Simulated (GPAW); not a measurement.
# Tb (Fm-3m) in GPAW: equation of state

How stiff is Tb in PBE, and what volume does it want? The cell is scaled to several volumes.

Program: GPAW 26.7.0. These are calculated values, not measurements. Logs are shortened: lines on timing, memory, paths and dates and some standing lists are left out, and cuts for length are marked. The log counts tension as positive stress, the text compression.

## 1. The crystal as given

Symmetry: Fm-3m, No. 225, cubic system. Conventional cell: a = 5.040 Å, b = 5.040 Å, c = 5.040 Å, α = 90.00°, β = 90.00°, γ = 90.00°. Tb (site symmetry m-3m) is surrounded by 12 Tb at 3.56 Å.

This isn't the form of Tb at room conditions, which is hcp.

## 2. Equation of state, PBE, collinear spin, ferromagnetic start

Contents of run.py:

```python
from ase import Atoms
from ase.eos import EquationOfState
from ase.io import Trajectory
from ase.units import GPa
from gpaw import GPAW, PW

atoms = Atoms(['Tb'],
              cell=[[0.0, 2.5199650902, 2.5199650902],
                    [2.5199650902, 0.0, 2.5199650902],
                    [2.5199650902, 2.5199650902, 0.0]],
              scaled_positions=[[0.0, 0.0, 0.0]],
              pbc=True)
atoms.set_initial_magnetic_moments([6.0])

traj = Trajectory('eos.traj', 'w')
volumes, energies = [], []
for x in [0.94, 0.96, 0.98, 1.0, 1.02, 1.04, 1.06]:
    a = atoms.copy()
    a.set_cell(atoms.cell * x**(1 / 3), scale_atoms=True)
    calc = GPAW(mode=PW(800),
                xc='PBE',
                kpts={'size': (9, 9, 9), 'gamma': True},
                occupations={'name': 'fermi-dirac', 'width': 0.05},
                nbands=21,
                convergence={'density': 1e-05, 'energy': 1e-05},
                maxiter=150,
                txt=f'eos-{x:.2f}.txt')
    a.calc = calc
    energies.append(a.get_potential_energy(force_consistent=True))
    volumes.append(a.get_volume())
    p = -a.get_stress()[:3].mean() / GPa
    calc.write(f'eos-{x:.2f}.gpw')
    traj.write(a)
    print(f'{x:.2f} {volumes[-1]:10.4f} A^3 {energies[-1]:14.6f} eV {p:9.3f} GPa', flush=True)

v0, e0, B = EquationOfState(volumes, energies, eos='birchmurnaghan').fit()
print(f'V0 = {v0:.4f} A^3, E0 = {e0:.6f} eV, B0 = {B / GPa:.2f} GPa')
```

Potentials or basis: GPAW PAW data sets (gpaw-data 1.2.1), pw.

Run with:

```sh
$ OMP_NUM_THREADS=1 python run.py
```

Log:

```text
__  _  _
 | _ |_)|_||  |
 |__||  | ||/\| - 26.7.0

Input parameters:
  mode=PW(ecut=800.0),
  convergence={'density': 1e-05, 'energy': 1e-05},
  kpts=MonkhorstPack(size=(9, 9, 9), gamma=True),
  maxiter=150,
  nbands=21,
  occupations=Occupations(name='fermi-dirac', width=0.05),
  xc=XC(name='PBE')

Diagonalizing LCAO Hamiltonian
Converting LCAO to pw mode

       Tb

Atoms  # Å, Bohr magnetons
|   | symbol |        x |        y |        z |    initial magnetic moments |
|---|--------|----------|----------|----------|-----------------------------|
| 0 |     Tb | 0.000000 | 0.000000 | 0.000000 | ( 0.0000,  0.0000,  6.0000) |

Unit cell  # Å
| periodic |        x |        y |        z |  lengths |    angles |
|----------|----------|----------|----------|----------|-----------|
|      yes | 0.000000 | 2.468523 | 2.468523 | 3.491018 | 60.000000 |
|      yes | 2.468523 | 0.000000 | 2.468523 | 3.491018 | 60.000000 |
|      yes | 2.468523 | 2.468523 | 0.000000 | 3.491018 | 60.000000 |

Number of symmetries: 48
Symmetry operations  # r_c * U_cc + t_c -> r_c
|    | kind |            matrix            |
|----|------|------------------------------|
|  0 |  σ   |  1, 0, 0,  1, 0,-1,  1,-1, 0 |
|  1 |  C2  |  1, 0, 0,  1,-1, 0,  1, 0,-1 |
|  2 |  E   |  1, 0, 0,  0, 1, 0,  0, 0, 1 |
|  3 |  σ   |  1, 0, 0,  0, 0, 1,  0, 1, 0 |
|  4 |  C4  |  1, 0,-1,  1, 0, 0,  1,-1, 0 |
|  5 |  S6  |  1, 0,-1,  1,-1, 0,  1, 0, 0 |
|  6 |  σ   |  1, 0,-1,  0, 1,-1,  0, 0,-1 |
|  7 |  C3  |  1, 0,-1,  0, 0,-1,  0, 1,-1 |
|  8 |  S6  |  1,-1, 0,  1, 0, 0,  1, 0,-1 |
|  9 |  C4  |  1,-1, 0,  1, 0,-1,  1, 0, 0 |
| 10 |  C3  |  1,-1, 0,  0,-1, 1,  0,-1, 0 |
| 11 |  σ   |  1,-1, 0,  0,-1, 0,  0,-1, 1 |
| 12 |  σ   |  0, 1, 0,  1, 0, 0,  0, 0, 1 |
| 13 |  C4  |  0, 1, 0,  0, 1,-1, -1, 1, 0 |
| 14 |  C3  |  0, 1, 0,  0, 0, 1,  1, 0, 0 |
| 15 |  S6  |  0, 1, 0, -1, 1, 0,  0, 1,-1 |
| 16 |  C2  |  0, 1,-1,  1, 0,-1,  0, 0,-1 |
| 17 |  σ   |  0, 1,-1,  0, 1, 0, -1, 1, 0 |
| 18 |  S4  |  0, 1,-1,  0, 0,-1,  1, 0,-1 |
| 19 |  C4  |  0, 1,-1, -1, 1, 0,  0, 1, 0 |
| 20 |  C3  |  0, 0, 1,  1, 0, 0,  0, 1, 0 |
| 21 |  σ   |  0, 0, 1,  0, 1, 0,  1, 0, 0 |
| 22 |  S6  |  0, 0, 1,  0,-1, 1, -1, 0, 1 |
| 23 |  C4  |  0, 0, 1, -1, 0, 1,  0,-1, 1 |
| 24 |  S4  |  0, 0,-1,  1, 0,-1,  0, 1,-1 |
| 25 |  C3  |  0, 0,-1,  0, 1,-1,  1, 0,-1 |
| 26 |  C2  |  0, 0,-1,  0,-1, 0, -1, 0, 0 |
| 27 |  S6  |  0, 0,-1, -1, 0, 0,  0,-1, 0 |
| 28 |  S4  |  0,-1, 1,  1,-1, 0,  0,-1, 0 |
| 29 |  C4  |  0,-1, 1,  0, 0, 1, -1, 0, 1 |
| 30 |  C2  |  0,-1, 1,  0,-1, 0,  1,-1, 0 |
| 31 |  σ   |  0,-1, 1, -1, 0, 1,  0, 0, 1 |
| 32 |  C3  |  0,-1, 0,  1,-1, 0,  0,-1, 1 |
| 33 |  S6  |  0,-1, 0,  0, 0,-1, -1, 0, 0 |
| 34 |  S4  |  0,-1, 0,  0,-1, 1,  1,-1, 0 |
| 35 |  C2  |  0,-1, 0, -1, 0, 0,  0, 0,-1 |
| 36 |  C2  | -1, 1, 0,  0, 1, 0,  0, 1,-1 |
| 37 |  S6  | -1, 1, 0,  0, 1,-1,  0, 1, 0 |
| 38 |  S4  | -1, 1, 0, -1, 0, 1, -1, 0, 0 |
| 39 |  C3  | -1, 1, 0, -1, 0, 0, -1, 0, 1 |
| 40 |  S6  | -1, 0, 1,  0, 0, 1,  0,-1, 1 |
| 41 |  C2  | -1, 0, 1,  0,-1, 1,  0, 0, 1 |
| 42 |  C3  | -1, 0, 1, -1, 1, 0, -1, 0, 0 |
| 43 |  S4  | -1, 0, 1, -1, 0, 0, -1, 1, 0 |
[... 63 lines left out ...]
    |   5s |  2.000 |     -47.485 |    1.164 |
    |   6s |  2.000 |      -3.705 |    1.164 |
    |   5p |  6.000 |     -24.831 |    1.164 |
    |   6p |  0.000 |      -1.172 |    1.164 |
    |   5d |  0.000 |      -1.301 |    1.164 |
    |   4f |  9.000 |      -3.024 |    1.164 |
    |    d |        |      25.911 |    1.164 |
    |    f |        |      24.187 |    1.164 |

    Using partial waves for Tb as LCAO basis

Reference energy: -318615.246617  # eV

eigensolver:
  PPCG
  Converge bands: occupied
  niter=2

density mixing:
  MSR1-Mixer
  Pratt-step length: 0.05
  Maximum mixing coefficient: 0.75
  Old densities: 10
  SVD Regularization: 0.005
  Good broyden scale: 1.0
  Trust region scale: 1.0
  Backstep threshold: 4.0
  History deletion threshold: 6.0
  Fourier metric: weight=20.0, sigma=0.015

occupation numbers:
  Fermi-Dirac:
    width: 0.0500  # eV

poisson solver:
  ecut: 6400.0  # eV

xc functional:
  name: PBE with 2 nearest neighbor stencil

convergence criteria:
- Maximum integral of absolute [dens]ity change: 1e-05 electrons / valence electron
- Maximum [total energy] change in last 3 cyles: 1e-05 eV / valence electron
- Maximum integral of absolute [eigenst]ate change: 4e-08 eV^2 / valence electron
maximum number of iterations: 150

SCF iterations
|iter     | |      energy | eigst |  dens |  magmom |
|---------|-|-------------|-------|-------|---------|
|iter:   1| |   -9.113388 | -0.19 |       |  +5.8433|
|iter:   2| |   -7.403302 | -1.51 | -0.59 |  +5.7643|
|iter:   3| |   -7.378347 | -3.07 | -1.23 |  +5.7696|
|iter:   4| |   -7.366237 | -3.38 | -1.22 |  +5.8750|
|iter:   5| |   -7.375961 | -3.21 | -1.37 |  +5.9851|
|iter:   6| |   -7.391023 | -3.71 | -1.73 |  +6.0315|
|iter:   7| |   -7.392976 | -4.50 | -1.98 |  +5.9893|
|iter:   8| |   -7.395849 | -4.89 | -2.17 |  +5.9378|
|iter:   9| |   -7.395955 | -5.95 | -2.53 |  +5.9171|
|iter:  10| |   -7.396637 | -5.04 | -2.67 |  +5.8689|
|iter:  11| |   -7.396549 | -5.99 | -2.95 |  +5.8585|
|iter:  12| |   -7.396471c| -7.19 | -3.52 |  +5.8602|
|iter:  13| |   -7.396478c| -8.34c| -4.43 |  +5.8606|
|iter:  14| |   -7.396479c| -7.65c| -4.88 |  +5.8604|
|iter:  15| |   -7.396480c| -8.66c| -5.54c|  +5.8604|

Converged in 15 steps
Energy contributions relative to reference atoms: (reference = -318615.246617)

Energy contributions:
  Kinetic:         -62.135272
  Coulomb:          56.044086
  Zero:              1.669446
  External:          0.000000
  Xc:               -2.930428
  Entropy:          -0.088625
  Spinorbit:         0.000000
  ----------------------------
  Free energy:      -7.440793
  Extrapolated:     -7.396480

dipole moment: (-26.851987, -26.851987, -26.851987)  # |e|*Ang

Total magnetic moment: (0.000000, 0.000000, 5.860400)

Local magnetic moments
|        x |        y |        z |
|----------|----------|----------|
| 0.000000 | 0.000000 | 5.757033 |  # Tb   0

Fermi level: 9.303
Eigenvalues  # (at kpt = [0.000, 0.000, 0.000])
| band index |      eig [eV] | occ [0-1] |      eig [eV] | occ [0-1] |
|------------|---------------|-----------|---------------|-----------|
|          0 |       -36.785 |     1.000 |       -34.213 |     1.000 |
|          1 |       -12.889 |     1.000 |       -10.987 |     1.000 |
|          2 |       -12.889 |     1.000 |       -10.987 |     1.000 |
|          3 |       -12.889 |     1.000 |       -10.987 |     1.000 |
|          4 |         4.281 |     1.000 |         4.608 |     1.000 |
|          5 |         5.039 |     1.000 |         9.223 |     0.832 |
[... 9 lines left out ...]
|         15 |        13.695 |     0.000 |        14.505 |     0.000 |
|         16 |        13.695 |     0.000 |        14.505 |     0.000 |
|        ... |               |           |               |           |
|         20 |        22.685 |     0.000 |        23.027 |     0.000 |

No gap
No difference between direct/indirect transitions

Stress tensor  # eV/Ang^3
|         x |         y |         z |
|-----------|-----------|-----------|
| -0.008093 | -0.000000 | -0.000000 |
| -0.000000 | -0.008093 |  0.000000 |
| -0.000000 |  0.000000 | -0.008093 |

# Writing to eos-0.94.gpw (mode='')
```

stdout:

```text
0.94    30.0844 A^3      -7.440793 eV     1.297 GPa
0.96    30.7245 A^3      -7.444917 eV     0.638 GPa
0.98    31.3646 A^3      -7.446561 eV     0.043 GPa
1.00    32.0047 A^3      -7.445912 eV    -0.499 GPa
1.02    32.6448 A^3      -7.443215 eV    -0.989 GPa
1.04    33.2849 A^3      -7.438638 eV    -1.436 GPa
1.06    33.9250 A^3      -7.432357 eV    -1.842 GPa
V0 = 31.4958 A^3, E0 = -7.446601 eV, B0 = 27.39 GPa
```

eos-0.98.txt:

```text
SCF iterations
|iter     | |      energy | eigst |  dens |  magmom |
|---------|-|-------------|-------|-------|---------|
|iter:   1| |   -9.462449 | -0.15 |       |  +5.8433|
|iter:   2| |   -7.417771 | -1.44 | -0.57 |  +5.7593|
|iter:   3| |   -7.384486 | -2.88 | -1.23 |  +5.7633|
[... 59 lines left out ...]
|        ... |               |           |               |           |
|         20 |        21.937 |     0.000 |        22.270 |     0.000 |

No gap
No difference between direct/indirect transitions

Stress tensor  # eV/Ang^3
|         x |         y |         z |
|-----------|-----------|-----------|
| -0.000269 | -0.000000 | -0.000000 |
| -0.000000 | -0.000269 |  0.000000 |
| -0.000000 |  0.000000 | -0.000269 |

# Writing to eos-0.98.gpw (mode='')
```

Wall time 4.5 min (1 thread of Intel Xeon 6975P-C (Granite Rapids), shared host); peak memory 0.44 GiB.

What came out:

```
Equilibrium volume                      : 31.50 Å³/atom
Bulk modulus                            : 27 GPa
Pressure derivative of the bulk modulus : 3.7
```

Energy against volume, from the lowest point:
| volume (Å³/atom) | energy (meV/atom) |
| --- | --- |
| 30.084 | 5.77 |
| 30.724 | 1.64 |
| 31.365 | 0.00 |
| 32.005 | 0.65 |
| 32.645 | 3.35 |
| 33.285 | 7.92 |
| 33.925 | 14.20 |

Caveat: one-centre terms of the f shell are cut off; the magnetic or orbital state may not be the lowest; spin-orbit coupling is left out, which moves the levels of the heavy elements. The state reached can hang on the start; a lower one may exist.
